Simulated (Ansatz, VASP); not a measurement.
**CdTe in VASP and in Ansatz**

```
CELL_PARAMETERS angstrom
3.30549 3.30549 0.00000
-3.30549 3.30549 0.00000
0.00000 3.30549 3.30549
ATOMIC_POSITIONS crystal
Cd 0.00000 0.00000 0.00000
Te 0.75000 0.25000 0.50000
```

Alike in both runs: functional PBEsol; k mesh 6 × 6 × 6; no spin polarisation.

Ansatz relaxed the structure, and its values are those at the end. VASP's run is a single point on that final structure, the one shown.

```csv
,VASP,Ansatz
version,VASP 6.6.1,Ansatz 0.2.0
potentials or method,"VASP PAW PBE potentials, release 64 (Cd, Te)","PAW with Ansatz's default frozen-core files, scalar-relativistic"
plane-wave cutoff (eV),520,420
occupations,"gaussian, width 0.01 eV",fixed
valence electrons in the cell,18,36
```

|  | VASP | Ansatz | Ansatz less VASP |
| --- | --- | --- | --- |
| pressure (GPa) | -1.9 | -2.0 | -0.13 |

The two sets of potentials don't hold the same shells in valence.

Caveats: the PAW data sets were made with another functional, which shifts forces and pressure a little (VASP).
